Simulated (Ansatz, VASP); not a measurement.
## One calculation of Co, two programs

INCAR

```
PREC = Accurate
ENCUT = 600
EDIFF = 1E-6
ISMEAR = 0
SIGMA = 0.1
LREAL = F
LASPH = T
NELM = 150
ALGO = Normal
ISIF = 3
LWAVE = F
LCHARG = F
ISPIN = 2
MAGMOM = 1.96
LORBIT = 11
LMAXMIX = 4
GGA = PE
IBRION = 2
NSW = 90
EDIFFG = -0.04
```

The input KPOINTS:

```
Automatic mesh
0
Gamma
  10 10 10
```

POSCAR

```
Co
1.0
   -1.2284205110      1.2284205110      1.8688626039
    1.2284205110     -1.2284205110      1.8688626039
    1.2284205110      1.2284205110     -1.8688626039
Co
1
Direct
    0.0000000000      0.0000000000      0.0000000000
```

Input for Ansatz:

```yaml
crystal:
  lattice:
    - [-1.228420511, 1.228420511, 1.8688626039]
    - [1.228420511, -1.228420511, 1.8688626039]
    - [1.228420511, 1.228420511, -1.8688626039]
  atoms:
    - { symbol: Co, position: [0.0, 0.0, 0.0], spin: 1.96 }
basis:
  ecutwfc: 420
kpoints:
  mp_grid: { grid: [10, 10, 10] }
hamiltonian:
  xc: pbe
scf:
  occupations: { method: gaussian, width: 0.1 }
  lower_state_search: "off"
output:
  forces: true
  stress: true
  eigenvalues: true
  populations: true
magnetization:
  spin_polarized: true
relax:
  adjacent_minimum: "off"
  f_tol: 0.04
  max_steps: 70
  cell: { stress_tol: 0.4 }
```

Alike in both runs: task relaxation of cell and atoms; functional PBE; k mesh 10 × 10 × 10; occupations gaussian, width 0.1 eV; collinear spin.

|  | VASP | Ansatz |
| --- | --- | --- |
| version | VASP 6.6.1 | Ansatz 0.2.0 |
| potentials or method | VASP PAW PBE potentials, release 64 (Co) | scalar-relativistic, plane waves, PAW |
| plane-wave cutoff (eV) | 600 | 420 |
| valence electrons in the cell | 9 | 17 |

VASP gave:

| Quantity | Value |
| --- | --- |
| gap on the k mesh at the Fermi level, each at its own relaxed structure (eV) | none |
| net moment per atom (μB) | 1.71 |
| size of the moment on the site where the two differ most (μB) | 1.73 |
| relaxed volume (Å³/atom) | 10.90 |
| relaxed cell length with the largest relative difference (Å) | 2.489 |
| energy change over the relaxation (meV/atom) | -23 |

Task: Which values does Ansatz return?

Result: gap on the k mesh at the Fermi level, each at its own relaxed structure (eV): none; net moment per atom (μB): 1.73; size of the moment on the site where the two differ most (μB): 1.79; relaxed volume (Å³/atom): 10.97; relaxed cell length with the largest relative difference (Å): 2.495; energy change over the relaxation (meV/atom): -23.

Site moments also hang on the region over which each program counts them. A gap of «none» marks a metal or a gap that the smearing closes. The two sets of potentials don't hold the same shells in valence.

Caveats: the k mesh is coarse (spacing up to 0.36 Å⁻¹), so the values aren't converged.
